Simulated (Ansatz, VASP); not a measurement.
## Two plane-wave programs on H12CO5

```
O H C
1.0
     6.24111    0.00000    0.00000
     0.00000    6.24111    0.00000
     0.00000    0.00000    6.24111
O H C
5 12 1
Direct
  0.97149 0.12025 0.28460
  0.35408 0.16941 0.08642
  0.44745 0.79556 0.88244
  0.84587 0.33046 0.65289
  0.12755 0.64749 0.62683
  0.85091 0.13713 0.18831
  0.92451 0.19466 0.41745
  0.21361 0.16003 0.16229
  0.34902 0.30469 0.01004
  0.41211 0.93673 0.94856
  0.59088 0.81486 0.82594
  0.95025 0.45293 0.65522
  0.70588 0.39474 0.63294
  0.07187 0.67144 0.30323
  0.24159 0.69897 0.72553
  0.29490 0.81961 0.39380
  0.31444 0.53279 0.37090
  0.20913 0.66799 0.41275
```

Alike in both runs: functional PBE; k mesh 1 × 1 × 1; occupations fermi-dirac, width 0.05 eV; no spin polarisation.

Ansatz relaxed the structure, and its values are those at the end. VASP's run is a single point on that final structure, the one shown.

```csv
,VASP,Ansatz
version,VASP 6.6.1,Ansatz 0.2.0
potentials or method,"VASP PAW PBE potentials, release 64 (O, H, C)","scalar-relativistic, plane waves, PAW"
plane-wave cutoff (eV),520,420
valence electrons in the cell,46,46
```

VASP gave:

| Item | Value |
| --- | --- |
| rms of the force components (eV/Å) | 0.072 |

Problem. What did Ansatz give for the same quantities?

Solution. rms of the force components (eV/Å): 0.044.

With one functional, cell and mesh, what is left measures potentials, basis and numerics.

A hybrid or GW would open this gap; PBE tends to underestimate it.
